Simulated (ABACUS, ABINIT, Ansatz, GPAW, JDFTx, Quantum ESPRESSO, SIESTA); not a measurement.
## Li: programs and potentials compared

```
Li
1.0
    -1.75465    1.75465    1.75465
     1.75465   -1.75465    1.75465
     1.75465    1.75465   -1.75465
Li
1
Direct
  0.00000 0.00000 0.00000
```

Alike in all runs: task single point; functional PBE; k mesh 11 × 11 × 11; occupations fermi-dirac, width 0.05 eV; no spin polarisation; no spin-orbit coupling. Pressure is positive in compression and, in plane waves, holds the error of the finite cutoff, which Ansatz's Pulay term estimates and takes out.

```tsv
program and potentials	plane-wave cutoff (eV)	notes	pressure (GPa)
SIESTA, files PseudoDojo sr-pbe-0.4.1-standard, DZP (energy shift 0.003 Ry; two zetas on semicore shells)	-	atomic basis; 3 valence electrons an atom on average	-0.70
ABINIT, JTH PAW PBE v2.0	408	3 valence electrons an atom on average	-0.82
GPAW, GPAW PAW data sets (gpaw-data 1.2.1)	800	1 valence electrons an atom on average	-0.80
Quantum ESPRESSO, SSSP 1.3 efficiency PBE	748	3 valence electrons an atom on average	-0.81
ABACUS, PseudoDojo NC SR 0.4.1 PBE standard, plane waves	1007	3 valence electrons an atom on average	-0.83
Ansatz, all-electron LAPW, scalar-relativistic	-	-	-0.81
JDFTx, PseudoDojo-SR-PBE-0.5-standard	1007	3 valence electrons an atom on average	-0.82
Ansatz, Ansatz PAW (earlier soft set)	420	3 valence electrons an atom on average	-0.82
```

The pressure spans -0.83 (ABACUS, PseudoDojo NC SR 0.4.1 PBE standard, plane waves) to -0.70 GPa (SIESTA, files PseudoDojo sr-pbe-0.4.1-standard, DZP (energy shift 0.003 Ry; two zetas on semicore shells)), with all-electron results at -0.81. Rows in atomic bases carry the error of their basis and grid, which can be large.

The functional is the same throughout but for its coding, so the spread measures potentials, basis and numerics; runs on potential files found faulty are left out.
